PBE puts the band gap of SrTiO3 at little more than half of the HSE06 value. Screening comes from virtual excitations across the gap, so the naive guess is that the electronic dielectric constant must be wrong by nearly a factor of two. It is wrong in the expected direction, but only by 22% against experiment. The other five crystals also come out too high, by 6 to 17%.

Four oxides and two forms of SiC in Ansatz 0.2.0, plane-wave PAW, 420 eV cutoff, no spin polarisation, cells relaxed with r2SCAN. The dielectric mean is the clamped-ion constant averaged over the diagonal, from PBE linear response on the listed k mesh. HSE06 gaps use 4×4×4 for the oxides, 6×6×4 for hexagonal SiC and 8×8×8 for cubic SiC. The measured values were read out of papers by a program, and a few in a hundred may be wrong. Poor matches to measurement were left out of the data, so the errors here may be smaller than in an unselected set.

| formula | structure | k mesh | dielectric mean, PBE | band gap, PBE (eV) | least direct gap, PBE (eV) | band gap, HSE06 (eV) | measured electronic dielectric constant | range of the values found | method and sample | dielectric mean, PBE, over measured less one (%) |
| --- | --- | --- | --- | --- | --- | --- | --- | --- | --- | --- |
| Al2O3 | R-3c | 6×6×6 | 3.24 | 6.241 | 6.241 | 8.106 | 3.042 | 3 to 3.068 | generalized spectroscopic ellipsometry, bulk crystal | 6.4 |
| Ga2O3 | R-3c | 6×6×6 | 4.34 | 2.854 | 3.106 | 4.622 | 3.76 | 3.76 to 3.86 | ellipsometry dielectric function extrapo, film | 15.5 |
| SrTiO3 | Pm-3m | 6×6×6 | 6.24 | 1.883 | 2.229 | 3.321 | 5.1 | one value | ellipsometry, bulk crystal | 22.4 |
| BaTiO3 | P4mm | 6×6×6 | 5.96 | 1.870 | 2.334 | 3.310 | 5.3 | one value | ellipsometry, bulk crystal | 12.5 |
| SiC | P6_3mc | 9×9×4 | 7.03 | 2.277 | 3.978 | 3.160 | 6 | 5.84 to 6 | mid-infrared ellipsometry and optical Ha, bulk crystal | 17.2 |
| SiC | F-43m | 8×8×8 | 6.96 | 1.358 | 4.547 | 2.227 | 6.49 | one value | visible/NIR optical measurements, bulk crystal | 7.2 |

The fundamental gap doesn't sort these errors. Cubic SiC has the smallest PBE gap of all, 1.36 eV, yet its dielectric constant is only 7% too high. Al2O3 has by far the largest gap and a similar error. But the SiC gap is indirect, and screening comes from vertical transitions. The least direct gap does better: it falls from Al2O3 through cubic SiC and Ga2O3 to SrTiO3 while the error rises. Theory suggests a measure that also gives a size: how far the transitions lie too low, compared with the average energy of the transitions that do the screening.

That energy is well above the gap. Write $\chi=\varepsilon-1$ for the electronic susceptibility, with $\varepsilon$ the dielectric constant. In perturbation theory $\chi$ is a sum over transitions, each contributing its squared dipole divided by its energy. The sum rule for oscillator strengths then defines an average transition energy,

$$\bar E=\frac{\hbar\omega_p}{\sqrt{\chi}},$$

where $\hbar\omega_p$ is the plasma energy set by the density of outer electrons. The average $\bar E$ is about 10 eV in SrTiO3 and 19 eV in Al2O3, because only a small share of the screening comes from the band edges.

Now let the better functional raise every transition by the same amount $\Delta$, the difference between the HSE06 and PBE gaps, and leave the orbitals as they are. The dipoles stay fixed, the energies grow, and

$$\chi_{\rm new}=\chi\,\frac{\bar E}{\bar E+\Delta}.$$

Two limits show what this means. If all absorption sat at the gap, $\bar E$ would equal the gap and the naive scaling by the gap ratio would be right. If the PBE gap nearly closed, as it does in germanium, the gap ratio would abolish almost all of the screening, whereas the average energy would stay at a few eV.

SrTiO3 serves as the worked case. Its PBE susceptibility is 5.24 and its gap shift is 1.44 eV, so

$$\chi_{\rm new}=5.24\times\frac{10.29}{10.29+1.44}=4.60,\qquad \varepsilon_{\rm new}=5.60.$$

The measured value is 5.1, so the shift removes a little more than half of the PBE error. No measured dielectric constant enters the estimate, for this row or any other.

Leaving aside BaTiO3 and hexagonal SiC, which are discussed below, the errors tend to rise with the ratio $\Delta/\bar E$, though faster than the ratio itself. Al2O3 has the largest gap shift, but it is spread over a very high average energy. Cubic SiC has an average energy close to that of SrTiO3, but a smaller shift. Both ratios are near 0.1, while SrTiO3, with a sizeable shift and a low average energy, reaches 0.14. This order is fragile. With the shift of the direct gap, 1.17 eV against 1.47 eV in SrTiO3, cubic SiC reaches 0.12, the same as Ga2O3, whose error is twice as large; counting the gallium 3d electrons would put Ga2O3 below Al2O3. For a neighbouring crystal the ratio is at most a first hint whether PBE screening is mildly or seriously too strong, and four rows are too few to make a rule.

The printed output compares this estimate with two alternatives. Over the five rows other than hexagonal SiC, the typical (root-mean-square) error falls from 14% for plain PBE to 5%. Scaling by the ratio of the fundamental gaps is worse than no correction: it makes every crystal screen too weakly, with a typical error of 23%. The ratio of the direct gaps overcorrects by less; cubic SiC would come to 5.74, about 12% low instead of 29%. Holding the oscillator strengths fixed instead of the dipoles squares the correction factor and does about as well as the first estimate, at 6%. Leaving out BaTiO3 as well would reverse their order. These measurements therefore can't decide between the two, and the distance between the two estimates is a rough guide to the uncertainty.

The largest misfit among those five rows is SrTiO3, still about 10% too high after the shift. Theory offers a partial reason. Low-lying transitions, here from oxygen 2p to empty titanium 3d states, count for more in $\chi$ at a given dipole and feel a given shift most, so a single average energy makes the correction too small. How much of the remainder this explains isn't tested here.

BaTiO3 seems to do much better, but that agreement shouldn't be trusted. The computed cell is 3.5% longer along the polar axis than across it, against roughly 1% in experiment (a recalled figure). The dielectric constant is 5.38 along that axis and 6.25 across it, and the low component pulls down the mean. The value across the axis is practically that of SrTiO3, which suggests that the distorted cell hides part of the usual PBE error. It then flatters the shifted estimate of this row as well. The PBE runs of this row also list a soft PAW dataset that its HSE06 run doesn't, so its gap shift may be less clean than the others. The cell is not the problem: it is the same in the PBE and HSE06 runs to about 10⁻⁷ Å.

The hexagonal SiC row calls for caution of another kind. The calculation treats the 2H stacking, while the measured crystal was probably one of the commoner hexagonal forms. PBE gives the hexagonal and cubic crystals nearly the same dielectric constant, 7.03 and 6.96, whereas their measured values are 6 and 6.49. The contrast between a 17% and a 7% error thus comes mainly from the references and is no evidence that PBE handles one stacking worse.

For practical work, treat the PBE value as an upper estimate in crystals like these. If an error of about 20% is acceptable, stop there. If about 10% is needed, run an HSE06 gap calculation and apply the shift. SrTiO3 only just meets that margin, and counting all 40 electrons of its run instead of 24 would give 5.73, about 12% too high, so it is no guarantee.

Don't quote the result more finely than a few per cent. Taking the shift of the direct gap, which suits the vertical transitions behind screening better, lowers the cubic SiC estimate from 6.46 to 6.30. Counting the gallium 3d electrons among the outer ones raises that of Ga2O3 from 3.97 to 4.06. HSE06 also tends to leave very wide gaps too small, so the almost perfect estimate for Al2O3 is probably partly luck.

The purpose decides whether the extra step pays. For light well above the lattice vibrations and well below the absorption edge in energy, the refractive index is close to the square root of $\varepsilon$ and carries half the relative error, about 3% for Al2O3 and 11% for SrTiO3. When a film's thickness is read from its optical path, that error passes straight into the thickness. For a gate dielectric this is the wrong constant to refine: the capacitance also contains the response of the ions, which lifts Al2O3 from about 3 to roughly 10 (again recalled).

An HSE06 gap normally costs much more than a PBE run, but it should be far cheaper than a full hybrid response, partly because a gap needs less sampling than a dielectric constant. The gap is read from two band-edge levels, which usually settle on a fairly coarse mesh, while the screening is itself a sum over transitions in the whole Brillouin zone. The coarse mesh must still hold the band edges: the 4×4×4 mesh of Ga2O3 missed the valence maximum and gave 4.674 eV, against 4.622 eV once that point was added. How well the dielectric constants are converged on their meshes isn't tested here. The work for exact exchange grows as the square of the number of k points, so going from a 6×6×6 to a 4×4×4 mesh saves about a factor of eleven before symmetry is used. Cubic SiC had no such saving: its HSE06 run used the same 8×8×8 mesh as the dielectric run. A full hybrid response would have to repeat the exchange work as the orbitals adjust to the field.

Such a response calculation is also the missing test. The gap shift has the right sign in every row. It is large enough to account for the PBE error in Al2O3 and cubic SiC, but for only a little more than half of it in SrTiO3. That it is the cause remains an argument from perturbation theory, and not a complete one. Even the exact density functional is expected to give too small a Kohn-Sham gap, yet its static response would be right, because its exchange-correlation part would counteract the excess screening. HSE06 would also change the orbitals and the way electrons respond to one another, which the shift ignores. Its exact exchange is expected to add an electron-hole attraction that gives back part of the screening, so a full hybrid response may fall by less than the shift suggests. Where an error below about 5% matters, the shortcut isn't enough.

The analysis program printed:

```
Energies in eV:
     row  plasma energy  average transition energy  gap shift HSE06 less PBE  gap ratio PBE to HSE06
   Al2O3          27.91                      18.65                     1.865                  0.7699
   Ga2O3          26.21                      14.34                     1.768                  0.6175
  SrTiO3          23.56                      10.29                     1.438                   0.567
  BaTiO3          22.59                      10.14                      1.44                   0.565
     SiC           23.1                      9.408                     0.883                  0.7206
     SiC          23.11                      9.465                     0.869                  0.6098
Estimated dielectric constant:
     row  all transitions shifted with fixed dipoles  shifted with fixed oscillator strengths  scaled by gap ratio
   Al2O3                                       3.036                                    2.851                2.725
   Ga2O3                                       3.973                                    3.647                3.062
  SrTiO3                                       5.598                                    5.034                3.971
  BaTiO3                                       5.343                                    4.803                3.802
     SiC                                       6.513                                     6.04                5.345
     SiC                                       6.459                                        6                4.634
Error against measurement in %:
     row    PBE  fixed dipoles  fixed strengths  gap ratio
   Al2O3  6.509        -0.1867           -6.273     -10.43
   Ga2O3  15.43          5.675           -3.005     -18.55
  SrTiO3  22.35          9.756           -1.297     -22.14
  BaTiO3  12.45         0.8165           -9.373     -28.26
     SiC  17.17          8.543           0.6598     -10.92
     SiC  7.242        -0.4807           -7.554     -28.59
Rms error of PBE without hexagonal SiC, %: 14.05
Rms error with fixed dipoles without hexagonal SiC, %: 5.066
Rms error with fixed strengths without hexagonal SiC, %: 6.245
Rms error with gap ratio without hexagonal SiC, %: 22.62
Error of the PBE refractive index by row, %: Al2O3 3.203, Ga2O3 7.436, SrTiO3 10.61, BaTiO3 6.044, SiC 8.244, SiC 3.558
Cubic SiC estimate with the direct-gap shift: 6.303
Ga2O3 estimate with the 3d electrons counted: 4.061
BaTiO3 dielectric constant in the plane less along c: 0.8745
BaTiO3 ratio of cell edges c to a: 1.035
Exchange work on a 6x6x6 over a 4x4x4 mesh, square of k points, no symmetry: 11.39
```
